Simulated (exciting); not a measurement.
This exciting (release sodium) run on Al needs a look.

Contents of input.xml:

```xml
<input>
  <title>Al</title>
  <structure speciespath="./" tshift="false">
    <crystal scale="5.3147703521">
      <basevect>0.999999999995 0.000000000000 0.000000000000</basevect>
      <basevect>-0.499999999980 0.866025403777 0.000000000000</basevect>
      <basevect>0.000000000000 0.000000000000 1.730463026686</basevect>
    </crystal>
    <species speciesfile="Al.xml" rmt="2">
      <atom coord="0.333333333300 0.666666666700 0.250000000000"/>
      <atom coord="0.666666666700 0.333333333300 0.750000000000"/>
    </species>
  </structure>
  <groundstate do="fromscratch" ngridk="11 11 6" rgkmax="6.5" gmaxvr="14" lmaxapw="10" lmaxmat="10" lmaxvr="8" xctype="LDA" stype="Gaussian" swidth="0.00499791" nempty="10" ValenceRelativity="iora*" epsengy="1e-05" epspot="1e-05" maxscl="50" outputlevel="normal">
    <libxc exchange="XC_GGA_X_B88" correlation="XC_GGA_C_LYP"/>
  </groundstate>
  <properties>
    <bandstructure>
      <plot1d>
        <path steps="60">
          <point coord="0 0 0" label="G"/>
          <point coord="0.5 0 0" label="M"/>
          <point coord="0.3333333333 0.3333333333 0" label="K"/>
          <point coord="0 0 0" label="G"/>
          <point coord="0 0 0.5" label="A"/>
          <point coord="0.5 0 0.5" label="L"/>
          <point coord="0.3333333333 0.3333333333 0.5" label="H"/>
          <point coord="0 0 0.5" label="A" breakafter="true"/>
          <point coord="0.5 0 0.5" label="L"/>
          <point coord="0.5 0 0" label="M" breakafter="true"/>
          <point coord="0.3333333333 0.3333333333 0" label="K"/>
          <point coord="0.3333333333 0.3333333333 0.5" label="H"/>
        </path>
      </plot1d>
    </bandstructure>
    <DFTD2/>
  </properties>
</input>
```

Potentials or basis: all-electron LAPW+lo, shipped species files, valence relativity iora*.

Launch:

```sh
$ OMP_NUM_THREADS=1 exciting_smp
```

Output:

```text
Parser ERROR: 'LDA                                                                             ' is not valid selection for xctype
```

How did it end, and where is the flaw?

The program refused the input. The input holds a flaw that was put in on purpose: functional word that the schema lacks (xctype = LDA).
